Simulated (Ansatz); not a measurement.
The following input was run with Ansatz 0.2.0.

```yaml
crystal:
  lattice:
    - [9.0, 0.0, 0.0]
    - [0.0, 9.3, 0.0]
    - [0.0, 0.0, 3.8779423922]
  atoms:
    - { symbol: Fe, position: [0.5, 0.5, 0.0], spin: 3.79 }
    - { symbol: O, position: [0.5, 0.5, 0.465], spin: 0.5 }
basis:
  ecutwfc: 420
kpoints:
  mp_grid: { grid: [1, 1, 17] }
hamiltonian:
  xc: pbe
scf:
  occupations: { method: gaussian, width: 0.05 }
output:
  forces: true
  stress: true
  eigenvalues: true
  populations: true
  write_density: true
  write_potential: true
  elf: true
  volumetric_format: npy
magnetization:
  spin_polarized: true
relax:
  adjacent_minimum: "off"
  f_tol: 0.01
  max_steps: 45
  cell: { fix: [a, b, alpha, beta, gamma], stress_tol: 0.03 }
```

Run as
```bash
ansatz run input.yaml --threads 2 --pin off --max-ram 5120MiB --backend cpu --events-out ev --progress --plain --runs-dir out
```

All numbers below come from DFT PBE, scalar-relativistic, plane waves, PAW (Ansatz).

From the run's log, abridged (final results; tables in files aren't shown):

```
SCF 7 converged in 15 iterations: F = -5045.727361 eV  dr2 = 8.14e-13
WARN: The output density's exchange-correlation potential varies sharply where the density is thin. Do not read a vacuum level from v_tot or v_xc, or from such a field of the output density. On a cell that repeats whose density bears no net charge and no dipole along the vacuum's axis use v_es (v_loc + v_h of the components); under efield.dipole_correction with no amplitude use v_es + v_field, which holds any external_charges[].barrier, or the levels of the report's work_function block, which leave it out; under a non-zero efield.amplitude the vacuum is tilted and has no level; on a cell that repeats and bears such a dipole with no correction it is tilted too, and efield.dipole_correction wi ...
SCF converged after 15 iterations
Magnetization: 4.0000 μB (13.0000 up, 9.0000 down)
Absolute magnetization: 4.0147 μB (∫|ρ↑−ρ↓|, with the PAW one-centre terms)
Spin contamination: 0.0116 ħ² per cell (⟨S²⟩ above its minimum at these occupations)
Per-site moments (μB) at R_I (Å): [(2.81520132, 0.73175715), (0.22105973, 0.73175715)]
Free energy (F): -5045.727361 eV
Harris-Foulkes:  -5045.727361 eV  (|F-HF|=0.00e0)
Internal energy: -5045.720468 eV  (E = F + TS)
E sigma→0 (E₀):  -5045.723915 eV
Entropy (-TS):   -0.006893 eV (-3.447 meV/atom)
Fermi energy:    -3.018285 eV
--- Per-component energies (eV) ---
  E_band       = -634.052789
  E_kinetic    = 515.042525
  E_local      = -7677.226676  (includes V_loc(G=0)·N_el)
  E_nonlocal   = 276.242489
  E_hartree    = 3415.237641
  E_xc         = -186.207233
  E_vxc        = -238.379773  (∫ρ·V_xc dr)
  E_paw        = -1528.430173  (= ΣΔE_a)
  E_vpaw       = -340.209694  (= ΣTr[D̂ρ^β])
  E_aug_tail   = 0.003103  (compensation charges beyond the density's cutoff)
  E_ewald      = 139.617855
  E_smearing   = -0.006893  (= −TS)
--- Forces (eV/Å), atoms counted from 1 ---
  atom   1  Fe     0.00000000     0.00000000    -0.00016906
  atom   2  O      0.00000000     0.00000000     0.00020875
--- Stress (GPa, compression-positive) ---
       -0.003045       0.000000       0.000000
        0.000000      -0.002222       0.000000
        0.000000       0.000000      -0.028673
  P = ⅓ Tr σ = -0.0113 GPa (-0.113 kbar)
--- Band table (eV; the first three rows and the last of 18) ---
  k-point 0 ↑: bands = ["-92.2593", "-58.9757", "-57.9906", "-57.9870", "-21.5449", "-6.8975", "-6.2547", "-6.2537", "-6.1748", "-6.1733", "-6.0168", "-5.7331", "-5.0896", "-0.8193", "0.9330", "0.9938", "1.4616", "1.8198"]
  k-point 1 ↑: bands = ["-92.2593", "-58.9759", "-57.9906", "-57.9870", "-21.5233", "-7.1483", "-6.6146", "-6.6134", "-6.0156", "-5.7869", "-5.7857", "-5.5895", "-5.0881", "-0.7185", "0.9582", "1.0182", "1.5229", "1.8607"]
  k-point 2 ↑: bands = ["-92.2593", "-58.9764", "-57.9905", "-57.9870", "-21.4604", "-7.6884", "-6.9763", "-6.9751", "-6.0122", "-5.3435", "-5.3431", "-5.3423", "-5.0838", "-0.4443", "1.0316", "1.0888", "1.7058", "1.9836"]
  k-point 8 ↓: bands = ["-88.4874", "-54.8977", "-54.5002", "-54.4985", "-20.3600", "-9.5930", "-6.5965", "-6.5955", "-3.0436", "-2.2295", "-1.8239", "-0.4577", "-0.4558", "2.5593", "2.5810", "2.7697", "3.5553", "4.5239"]
--- Relaxed structure (6 steps of the walk, 6 accepted, 1 SCFs on fresh bases) ---
  F+E_penalty+E_count = -5045.72736122 eV   max|allowed force component| = 1.889e-4 eV/Å   (the final SCF, on the basis selected at the relaxed cell)
  cell:  # Å, volume = 296.9616 Å³
    - [9.0, 1.22374850e-128, -5.59245589e-128]
    - [1.26454012e-128, 9.3, -7.89330968e-128]
    - [-2.40969130e-128, -3.29137636e-128, 3.54792812]
  atoms:
    - { symbol: Fe, position: [0.5, 0.5, -0.01749896] }
    - { symbol: O, position: [0.5, 0.5, 0.48249896] }
--- Löwdin populations: 2 sites ---
  site symbol q [e]    m [muB]
     0     Fe     14.9430     3.5795
     1      O      6.9322     0.3866
  spilling = 0.005675 (of n_electrons = 22.000000)
```

The relaxation met its thresholds.

It took 47 s on 2 threads of Arm Neoverse V2 (shared host), peak memory 0.47 GiB.

The cell holds one magnetic atom, so it can only be ferromagnetic; an antiferromagnetic order may lie lower.